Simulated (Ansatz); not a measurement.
# ZnO (zincite) (P6_3mc) in Ansatz: further runs

Aim: see how the results for ZnO (zincite) move with the level of theory and the settings. Levels: m-r2SCAN, LDA. Tasks: band structure, single point, equation of state.

Program: Ansatz 0.2.0. These are calculated values, not measurements. Logs are shortened: lines on timing, memory, paths and dates and some standing lists are left out, and cuts for length are marked.

**The experiment to reproduce.**

From “Electronic structure of alkaline earth and post-transition metal oxides”, 2009, arxiv:0908.1581, for a bulk crystal of ZnO: band gap 3.37 eV.

The results are compared with them further down.

## (1) The crystal as given

The structure is hexagonal, space group P6_3mc (No. 186). The conventional cell has a = 3.249 Å, b = 3.249 Å, c = 5.206 Å, α = 90.00°, β = 90.00°, γ = 120.00°. Zn (site symmetry 3m) has 4 O at 1.97 to 1.98 Å as nearest neighbours. O (site symmetry 3m) has 4 Zn at 1.97 to 1.98 Å as nearest neighbours.

## (2) Band structure, m-r2SCAN

input.yaml reads:

```yaml
crystal:
  lattice:
    - [3.249308, 0.0, 0.0]
    - [-1.624654, 2.8139832727, 0.0]
    - [0.0, 0.0, 5.205709]
  atoms:
    - { symbol: Zn, position: [0.6666666667, 0.3333333333, 0.0] }
    - { symbol: Zn, position: [0.3333333333, 0.6666666667, 0.5] }
    - { symbol: O, position: [0.3333333333, 0.6666666667, 0.87901] }
    - { symbol: O, position: [0.6666666667, 0.3333333333, 0.37901] }
hamiltonian:
  xc: mr2scan
  pseudopotentials: { kind: paw }
kpoints:
  mp_grid: { grid: [9, 9, 5] }
  band_path:
    path:
      - [[0.0, 0.0, 0.0], [0.5, 0.0, 0.0], [0.3333333333, 0.3333333333, 0.0], [0.0, 0.0, 0.0], [0.0, 0.0, 0.5], [0.5, 0.0, 0.5], [0.3333333333, 0.3333333333, 0.5], [0.0, 0.0, 0.5]]
      - [[0.5, 0.0, 0.5], [0.5, 0.0, 0.0]]
      - [[0.3333333333, 0.3333333333, 0.0], [0.3333333333, 0.3333333333, 0.5]]
    npoints: 14
scf:
  occupations: { method: fermi_dirac, width: 0.05 }
  n_extra_bands: 10
output:
  forces: true
  stress: true
  eigenvalues: true
  fatbands: false
  write_density: true
  write_potential: true
  elf: true
  volumetric_format: npy
```

Potentials or basis: Ansatz PAW.

Run with:

```bash
$ ansatz run input.yaml --threads 2 --pin off --max-ram 5120MiB --backend cpu --events-out ev --progress --plain --runs-dir out
```

The program printed:

```text
Warning: RAYON_NUM_THREADS=2 ignored (pool sized by the plan → 2); use --threads N
scf.n_extra_bands = 10 over 18 filled bands (N_el = 36.0): the run solves 28 bands
Engine: ansatz 0.2.0, x86_64-unknown-linux-gnu
Pseudopotentials: kind: paw
Pseudopotential: Zn, paw, valence charge 12, recommended cutoff 500 eV (meta_gga), Zn.paw.azcp
Pseudopotential: O, paw, valence charge 6, recommended cutoff 500 eV (meta_gga), O.paw.azcp
Functional definition: m-r2SCAN
  exchange = m_r2scan_x
  correlation = m_r2scan_c
Crystal: 4 atoms, lattice volume = 47.598 Å³
Basis set: ecut = 500 eV, 1213 PW (Γ), exchange–correlation on 96×96×160 points (64 copies of the dense FFT grid, shifted against one another)
Bands: 28, of which v1, the nominal top of the filled ones, is band 18 counted from 1 (17 counted from 0)
Symmetry: 12 space group operations
Space group: P63mc (ITA 186), of the structure as read, at distance tolerance 3.6e-5 Å
k-points: 36 of 405 (time reversal used)
Non-local potential: Zn, projectors of the file, l = 0: 2, l = 1: 2, l = 2: 3, l = 3: 1
Non-local potential: O, projectors of the file, l = 0: 2, l = 1: 2, l = 2: 1
PAW form: soft (Blöchl's): semilocal exchange-correlation on the pseudo side does not see the compensation charge
PAW frozen core: Zn, regenerated for the run's functional (the file was generated under x = pbe(κ = 0.804, μ = 0.2195149727645171), c = pbe(β = 0.06672455060314922))
PAW frozen core: O, regenerated for the run's functional (the file was generated under x = pbe(κ = 0.804, μ = 0.2195149727645171), c = pbe(β = 0.06672455060314922))
PAW one-centre angular grid: Zn, 590 points (default); XC on 215 of its mesh's 2673 points in the sphere
PAW one-centre angular grid: O, 302 points (default); XC on 160 Gauss nodes
Initial density: superposition of atomic densities (neutral atoms: chi_scale 0, normalization atom), corrected by the library's trained network
Initial wavefunctions: pseudopotential atomic-orbital guess
Functional: x = mr2scan, c = mr2scan; τ floored in thin density (d = 2e-4 eV/Å³)
SCF iter   1: F=—  HF=-7789.830687 eV  |F-HF|=—  |Δ(HF+E_count)|=         —  Δρ=2.02e-2  dr2=9.44e-2  dr2_τ=9.83e-2  ethr=1.77e-3  ⟨swp⟩=5.8  Hψ=4671  notcnv=0  defer=14
preconditioner: auto → Resta (q_TF=auto, 2.604 Å⁻¹)  ε∞=4.3  [insulator: Δε(μ)=1.377 eV  Ē_g=17.819 eV  σ=0.050 eV  W_gap=1.00  n_scr=22 (ndim 8)  ℏωp=32.3 eV  f_vac=0.034  D(μ)=0.00/eV (n_scr^D=0)  ε∞_Penn≈4.3]
SCF iter   2: F=—  HF=-7789.853992 eV  |F-HF|=—  |Δ(HF+E_count)|=   2.33e-2  Δρ=4.63e-3  dr2=8.26e-3  dr2_τ=6.72e-4  ethr=2.62e-4  ⟨swp⟩=2.5  Hψ=2187  notcnv=0  defer=99
SCF iter   3: F=—  HF=-7789.851424 eV  |F-HF|=—  |Δ(HF+E_count)|=   2.57e-3  Δρ=4.63e-3  dr2=4.84e-3  dr2_τ=2.14e-4  ethr=2.29e-5  ⟨swp⟩=2.0  Hψ=1746  notcnv=0  defer=99
SCF iter   4: F=—  HF=-7789.850452 eV  |F-HF|=—  |Δ(HF+E_count)|=   9.73e-4  Δρ=5.64e-4  dr2=1.40e-4  dr2_τ=3.18e-5  ethr=1.34e-5  ⟨swp⟩=1.9  Hψ=1295  notcnv=0  defer=99
SCF iter   5: F=—  HF=-7789.850473 eV  |F-HF|=—  |Δ(HF+E_count)|=   2.20e-5  Δρ=2.67e-4  dr2=1.63e-5  dr2_τ=1.97e-6  ethr=3.88e-7  ⟨swp⟩=2.2  Hψ=1564  notcnv=0  defer=99
SCF iter   6: F=—  HF=-7789.850500 eV  |F-HF|=—  |Δ(HF+E_count)|=   2.63e-5  Δρ=6.66e-5  dr2=2.85e-6  dr2_τ=9.35e-8  ethr=4.53e-8  ⟨swp⟩=2.0  Hψ=1485  notcnv=0  defer=99
SCF iter   7: F=—  HF=-7789.850499 eV  |F-HF|=—  |Δ(HF+E_count)|=   3.35e-7  Δρ=2.50e-5  dr2=2.38e-7  dr2_τ=2.62e-8  ethr=7.92e-9  ⟨swp⟩=2.1  Hψ=1504  notcnv=0  defer=99
SCF iter   8: F=-7789.850499 eV  HF=-7789.850499 eV  |F-HF|=4.21e-9  |Δ(HF+E_count)|=   2.88e-8  Δρ=5.06e-6  dr2=9.32e-9  dr2_τ=3.76e-10  ethr=2.78e-10  ⟨swp⟩=11.6  Hψ=6593  notcnv=0
SCF 1 converged in 8 iterations: F = -7789.850499 eV  dr2 = 9.32e-9
NSCF: frozen V_eff on 129 k-points
SCF converged after 8 iterations
Free energy (F): -7789.850499 eV
Harris-Foulkes:  -7789.850499 eV  (|F-HF|=4.21e-9)
Internal energy: -7789.850499 eV  (E = F + TS)
E sigma→0 (E₀):  -7789.850499 eV
Entropy (-TS):   -0.000000 eV (-0.000 meV/atom)
Fermi energy:    7.503843 eV
--- Per-component energies (eV) ---
  E_band       = 46.454108
  E_kinetic    = 612.386025
  E_local      = -4017.753119  (includes V_loc(G=0)·N_el)
  E_nonlocal   = 1342.568184
  E_hartree    = 1657.670659
  E_xc         = -392.582507
  E_vxc        = -315.525654  (∫ρ·V_xc dr)
  E_paw        = -4029.117659  (= ΣΔE_a)
  E_vpaw       = -909.709375  (= ΣTr[D̂ρ^β])
  E_aug_tail   = 0.001783  (compensation charges beyond the density's cutoff)
  E_vtau       = 19.144862  (kinetic-family band-sum trace: ∫τ·v_τ [+ j·A + Jᵃ·Aᵃ] dr)
  E_ewald      = -2962.594745
  E_core_change = -0.429119  (= ΣΔE_core)
  E_smearing   = -0.000000  (= −TS)
  E_closure    = 0.000000  (closes the sum)
  Σ components = -7789.850499   (vs F -7789.850499, Δ=0.00e0)
--- Forces (eV/Å), atoms counted from 1 ---
  atom   1  Zn    -0.00000000     0.00000000    -0.06991012
  atom   2  Zn     0.00000000    -0.00000000    -0.06991012
  atom   3  O     -0.00000000     0.00000000     0.07004846
  atom   4  O      0.00000000    -0.00000000     0.07004846
  max |Σ_I F_I| component: 2.77e-4 eV/Å
--- Stress (GPa, compression-positive) ---
       -1.634960      -0.000000      -0.000000
       -0.000000      -1.634960      -0.000000
       -0.000000      -0.000000      -0.083631
  P = ⅓ Tr σ = -1.1179 GPa (-11.179 kbar)
--- Band table (eV; the first three rows and the last of 36) ---
  k-point 0: bands = ["-12.2102", "-11.5133", "1.0428", "1.0428", "1.0850", "1.1921", "1.2531", "1.2531", "2.2769", "2.2769", "2.4853", "2.4853", "2.7480", "6.0216", "6.0216", "6.7720", "6.8469", "6.8469", "8.0816", "12.6982", "15.7099", "20.5323", "20.5323", "21.8595", "21.9035", "21.9035", "23.9773", "25.7990"]
  k-point 1: bands = ["-12.1466", "-11.5829", "1.0179", "1.0215", "1.0543", "1.0543", "1.2233", "1.2233", "2.3039", "2.3039", "2.4736", "2.4736", "3.1989", "6.1024", "6.1024", "6.1154", "6.7703", "6.7703", "8.8689", "12.3230", "16.0483", "20.5369", "20.5369", "20.5389", "21.5964", "21.5964", "24.4517", "26.2433"]
  k-point 2: bands = ["-11.9772", "-11.7620", "0.8605", "0.8911", "1.0924", "1.0924", "1.1563", "1.1563", "2.3681", "2.3681", "2.4335", "2.4335", "4.1183", "5.1297", "6.3120", "6.3120", "6.5673", "6.5673", "10.1401", "11.3770", "17.0077", "18.5587", "20.6635", "20.6635", "21.0448", "21.0448", "25.2281", "26.2332"]
  k-point 35: bands = ["-11.3931", "-11.3931", "1.0853", "1.0853", "1.1796", "1.3858", "1.8416", "1.8416", "2.2681", "2.3039", "2.7634", "2.7634", "3.1451", "3.1451", "3.8369", "4.4443", "5.5303", "5.5303", "15.2802", "15.4209", "15.5074", "15.5074", "16.6153", "16.6153", "22.2967", "23.6075", "23.6075", "24.3214"]
```

rho_z.tsv:

```text
# z_ang	rho[e/angstrom^3]
# format = ansatz-planar-average/11
# lattice	3.249308000	0.000000000	0.000000000
# lattice	-1.624654000	2.813983273	0.000000000
# lattice	0.000000000	0.000000000	5.205709000
# sites	4
# site	30	1.624654000	0.937994424	0.000000000
# site	30	0.000000000	1.875988848	2.602854500
# site	8	0.000000000	1.875988848	4.575870268
# site	8	1.624654000	0.937994424	1.973015768
0.000000	1.936021e0
0.130143	1.615557e0
0.260285	1.051393e0
0.390428	5.878322e-1
0.520571	3.286544e-1
0.650714	2.053539e-1
[... 32 lines left out ...]
4.945424	1.436541e0
5.075566	1.801725e0
```

It took 5.8 s on 2 threads of Intel Xeon 6975P-C (Granite Rapids), shared host; peak memory 0.48 GiB.

What came out:

| Item | Value |
| --- | --- |
| Free energy | -7789.8505 eV |
| Pressure | -1.1 GPa |
| Largest force | 0.070 eV/Å |
| Band gap on the k mesh | 1.23 eV, direct |
| Band gap along the path | 1.23 eV, direct |

Forces in eV/Å, atoms in the order of the input:
```
Zn   0.000  0.000 -0.070
Zn   0.000  0.000 -0.070
O    0.000  0.000  0.070
O    0.000  0.000  0.070
```

Levels at the corners of the path, in eV from the valence-band top:
```tsv
point	band 14	band 15	band 16	band 17	band 18	band 19	band 20	band 21	band 22	band 23
Γ	-0.83	-0.83	-0.07	0.00	0.00	1.23	5.85	8.86	13.69	13.69
M	-3.54	-2.85	-2.32	-1.29	-0.84	6.40	7.37	8.14	9.26	11.42
K	-3.55	-3.55	-1.94	-1.94	-1.72	8.16	8.40	8.40	8.66	11.60
Γ	-0.83	-0.83	-0.07	0.00	0.00	1.23	5.85	8.86	13.69	13.69
A	-2.22	-0.41	-0.41	-0.41	-0.41	3.93	3.93	10.86	10.86	13.97
L	-3.78	-1.53	-1.53	-1.38	-1.38	6.27	6.27	9.13	9.13	12.03
H	-3.72	-2.70	-2.70	-1.25	-1.25	8.51	8.51	8.73	8.73	9.57
A	-2.22	-0.41	-0.41	-0.41	-0.41	3.93	3.93	10.86	10.86	13.97
L	-3.78	-1.53	-1.53	-1.38	-1.38	6.27	6.27	9.13	9.13	12.03
M	-3.54	-2.85	-2.32	-1.29	-0.84	6.40	7.37	8.14	9.26	11.42
K	-3.55	-3.55	-1.94	-1.94	-1.72	8.16	8.40	8.40	8.66	11.60
H	-3.72	-2.70	-2.70	-1.25	-1.25	8.51	8.51	8.73	8.73	9.57
```

Caveat: the PAW data sets come from PBE, with cores solved anew for the run's functional, which leaves a small shift of forces and pressure.

(Part 1 of 2 ends here.)
